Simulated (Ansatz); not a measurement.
Starting cell, CaF₂ (fluorite):

```
CELL_PARAMETERS angstrom
      0.00000     5.43914     5.43914
      2.71957     0.00000     2.71957
      2.71957     2.71957     0.00000
ATOMIC_POSITIONS crystal
  Ca 0.00000 0.00000 0.00000
  Ca 0.50000 0.00000 0.00000
  F  0.12500 0.25000 0.25000
  F  0.62500 0.25000 0.25000
  F  0.37500 0.75000 0.75000
  F  0.87500 0.75000 0.75000
```

The atoms are displaced by Q × the pattern below (from a DFPT mode at L = (0.5, 0.0, 0.0), largest move 1; Q in Å), at fixed cell. It is one choice among 2 degenerate patterns. (q is in reciprocal vectors of the primitive cell; the cell shown is doubled to hold the pattern.)

| atom | x | y | z |
|---|---|---|---|
| Ca1 | -0.156 | 0.285 | -0.442 |
| Ca2 | 0.156 | -0.285 | 0.442 |
| F3 | 0.285 | -0.520 | 0.805 |
| F4 | -0.285 | 0.520 | -0.805 |
| F5 | -0.285 | 0.520 | -0.805 |
| F6 | 0.285 | -0.520 | 0.805 |

Computed with r2SCAN (plane waves to 500 eV, PAW, scalar-relativistic; Ansatz, a quantum-chemistry and plane-wave program). k mesh 11×11×11 (Γ-centred), Fermi-Dirac smearing 0.05 eV. Energies are smeared free energies. Compression counts positive. CaF2 was relaxed with its symmetry unable to fall. The zero of ΔE is the undisplaced structure.

```tsv
Q (Å)	ΔE (meV/cell)	P (GPa)	−dE/dQ from forces (eV/Å)
-0.100	155.4	1.27	3.194
-0.083	107.0	0.88	2.617
-0.067	68.0	0.56	2.065
-0.050	38.0	0.32	1.532
-0.033	16.8	0.14	1.013
-0.017	4.2	0.04	0.504
0.000	0.0	0.00	0.000
0.017	4.2	0.04	-0.504
0.033	16.8	0.14	-1.013
0.050	38.0	0.32	-1.532
0.067	68.0	0.56	-2.065
0.083	107.0	0.88	-2.617
0.100	155.4	1.27	-3.194
```

Key numbers:

- Energy at Q = 0.100 Å: 155.4 meV/cell
- Space group of the distorted cell: P-1 (No. 2), lowered from Fm-3m
- Symmetry of the curve: even: the same for both signs
- Shape of the curve: a single well with its minimum at or next to zero displacement
- Harmonic wavenumber from the curvature (finite differences): 286 cm⁻¹
- Wavenumber by perturbation theory (DFPT, on another k mesh): 286 cm⁻¹

(For displaced atoms, the force is minus the slope of the energy, and its curvature is a force constant, which sets phonon frequencies.)
